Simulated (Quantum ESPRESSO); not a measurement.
Input of a Quantum ESPRESSO 7.5 run:

Contents of pw.in:

```
&CONTROL
  calculation = 'scf'
  prefix = 'pwscf'
  outdir = './tmp'
  pseudo_dir = './pseudo'
  tprnfor = .true.
  tstress = .true.
  disk_io = 'low'
/
&SYSTEM
  ibrav = 0
  nat = 2
  ntyp = 2
  ecutwfc = 86
  nbnd = 26
  input_dft = 'XC-000I-000I-120L-135L-000I-000I'
  occupations = 'smearing'
  smearing = 'fd'
  degauss = 0.00367493
/
&ELECTRONS
  conv_thr = 4d-10
  electron_maxstep = 120
  mixing_beta = 0.5
/
ATOMIC_SPECIES
Se    78.9710 Se.upf
Zn    65.3800 Zn.upf
CELL_PARAMETERS angstrom
   0.0000000000    2.8338000000    2.8338000000
   2.8338000000    0.0000000000    2.8338000000
   2.8338000000    2.8338000000    0.0000000000
ATOMIC_POSITIONS crystal
Se     0.7500000000    0.7500000000    0.7500000000
Zn     0.0000000000    0.0000000000    0.0000000000
K_POINTS automatic
4 4 4 1 1 1
```

Contents of gamma.in:

```
&CONTROL
  calculation = 'bands'
  prefix = 'pwscf'
  outdir = './tmp'
  pseudo_dir = './pseudo'
  disk_io = 'low'
  verbosity = 'high'
/
&SYSTEM
  ibrav = 0
  nat = 2
  ntyp = 2
  ecutwfc = 86
  nbnd = 26
  input_dft = 'XC-000I-000I-120L-135L-000I-000I'
  occupations = 'smearing'
  smearing = 'fd'
  degauss = 0.00367493
/
&ELECTRONS
  conv_thr = 1d-08
  electron_maxstep = 120
  mixing_beta = 0.5
  diago_full_acc = .true.
  startingwfc = 'random'
/
ATOMIC_SPECIES
Se    78.9710 Se.upf
Zn    65.3800 Zn.upf
CELL_PARAMETERS angstrom
   0.0000000000    2.8338000000    2.8338000000
   2.8338000000    0.0000000000    2.8338000000
   2.8338000000    2.8338000000    0.0000000000
ATOMIC_POSITIONS crystal
Se     0.7500000000    0.7500000000    0.7500000000
Zn     0.0000000000    0.0000000000    0.0000000000
K_POINTS crystal
1
0.0 0.0 0.0 1
```

The input scf2.in:

```
&CONTROL
  calculation = 'scf'
  prefix = 'pwscf'
  outdir = './tmp'
  pseudo_dir = './pseudo'
  tprnfor = .true.
  tstress = .true.
  disk_io = 'low'
/
&SYSTEM
  ibrav = 0
  nat = 2
  ntyp = 2
  ecutwfc = 86
  nbnd = 26
  input_dft = 'XC-000I-000I-120L-135L-000I-000I'
  occupations = 'fixed'
/
&ELECTRONS
  conv_thr = 1d-13
  electron_maxstep = 120
  mixing_beta = 0.5
  startingpot = 'file'
/
ATOMIC_SPECIES
Se    78.9710 Se.upf
Zn    65.3800 Zn.upf
CELL_PARAMETERS angstrom
   0.0000000000    2.8338000000    2.8338000000
   2.8338000000    0.0000000000    2.8338000000
   2.8338000000    2.8338000000    0.0000000000
ATOMIC_POSITIONS crystal
Se     0.7500000000    0.7500000000    0.7500000000
Zn     0.0000000000    0.0000000000    0.0000000000
K_POINTS automatic
4 4 4 1 1 1
```

ph.in

```
dielectric of ZnSe
&INPUTPH
  prefix = 'pwscf'
  outdir = './tmp'
  tr2_ph = 1d-18
  fildyn = 'dyn'
  niter_ph = 90
  alpha_mix(1) = 0.7
  epsil = .true.
  trans = .false.
  zeu = .true.
/
0.0000000000 0.0000000000 0.0000000000
```

Potentials or basis: Ansatz NC SR PBE.

Launch:

```bash
$ OMP_NUM_THREADS=1 pw.x -in pw.in > pw.out
$ OMP_NUM_THREADS=1 pw.x -in gamma.in > gamma.out
$ OMP_NUM_THREADS=1 pw.x -in scf2.in > scf2.out
$ OMP_NUM_THREADS=1 ph.x -in ph.in > ph.out
```

Q: Estimate the electronic dielectric tensor (diagonal).

A: 7.45.

Q: Predict the Born charges (mean of the diagonal).

A: Se -2.08; Zn +2.05 e.

Q: Predict the pressure.

A: -1.0 GPa.

Electronic dielectric tensor:
```
7.45 0.00 0.00
0.00 7.45 0.00
0.00 0.00 7.45
```

Caveat: the mesh is thin for the dielectric tensor, Born charges and intensities, which usually come out too large; the potentials were made for another functional, which shifts forces and pressure.

**What was measured.**

From a printed reference work, textbook, for a bulk crystal of ZnSe: high-frequency dielectric constant 5.9.

A measured high-frequency dielectric constant of ZnSe is 5.9 (a printed reference work, textbook); the calculated 7.45 misses it by +26.2 %.
